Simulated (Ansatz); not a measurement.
Structure search: one P candidate

Computed with DFT PBE, scalar-relativistic, plane waves, PAW (Ansatz 0.2.0). Cutoff 420 eV, Gaussian smearing, Γ-centred meshes. Cell and atoms relax first on a coarse mesh and then on a finer one. In between, the cell is made exact in the group found at 0.06 Å. In metals the finer mesh still leaves noise of several meV/atom or more. The steps can't lower the symmetry of their start. No spin polarisation.

The cell of P is invented: 4-connected net of one element (I-4m2, No. 119). Lengths were set from tabulated atomic sizes, so they are only a guess.

```cif
data_structure
_symmetry_space_group_name_H-M 'I-4m2'
_symmetry_Int_Tables_number 119
_cell_length_a 5.0774
_cell_length_b 5.0774
_cell_length_c 8.5596
_cell_angle_alpha 90.000
_cell_angle_beta 90.000
_cell_angle_gamma 90.000
_cell_volume 220.67
loop_
_atom_site_label
_atom_site_type_symbol
_atom_site_symmetry_multiplicity
_atom_site_Wyckoff_symbol
_atom_site_fract_x
_atom_site_fract_y
_atom_site_fract_z
_atom_site_occupancy
P1 P 2 a 0.00000 0.00000 0.00000 1
P2 P 8 i 0.50000 0.70599 0.28778 1
```

Energies count from the standard state of P at the same level. The references include black phosphorus.

Q: What does it relax into?

A: The symmetry stays I-4m2 (No. 119). The volume per atom shrinks by 21.4 %, from 22.1 to 17.3 Å³. The shortest distance goes from 2.09 Å (P–P) to 2.27 Å (P–P). The ratio c/a of the conventional cell changes by a factor of 0.40. The energy falls by about 0.69 eV/atom (the start's value is from the coarse mesh). The end is written in a standard setting, so origin, axes and order of atoms can differ from the start's. Conventional cell: a = 6.385 Å, c = 4.253 Å. P on a site of symmetry -4m2 is surrounded by 4 P at 2.27 Å; P on a site of symmetry m has 3 P at 2.27–2.37 Å and 2 P at 2.62 Å.

```
CELL_PARAMETERS angstrom
-3.19272 3.19272 2.12629
3.19272 -3.19272 2.12629
3.19272 3.19272 -2.12629
ATOMIC_POSITIONS crystal
P 0.00000 0.00000 0.00000
P 0.89755 0.63732 0.26022
P 0.36268 0.62290 0.26022
P 0.36268 0.10245 0.73978
P 0.37710 0.63732 0.73978
```

Q: How does it come out in energy, and is it a metal?

A: The energy over the standard state is +0.20 eV/atom and the gap on the 10×10×10 mesh of the 5-atom cell is 0 eV (a metal).

So it is a metastable form at best.

The last run used Gaussian smearing of 0.10 eV. The reference form of P is held partly by dispersion forces, which this level lacks. Symmetry constrained the relaxation, so the result can be a saddle point. In all, the 3 runs took 9 min on 1 thread of Intel(R) Xeon(R) Processor @ 2.50GHz (Skylake/Cascade Lake), with other jobs on the host. Another cell of P relaxed alike, in Cmmm, lies 108 meV/atom lower, so this cell isn't the stable form at this level.
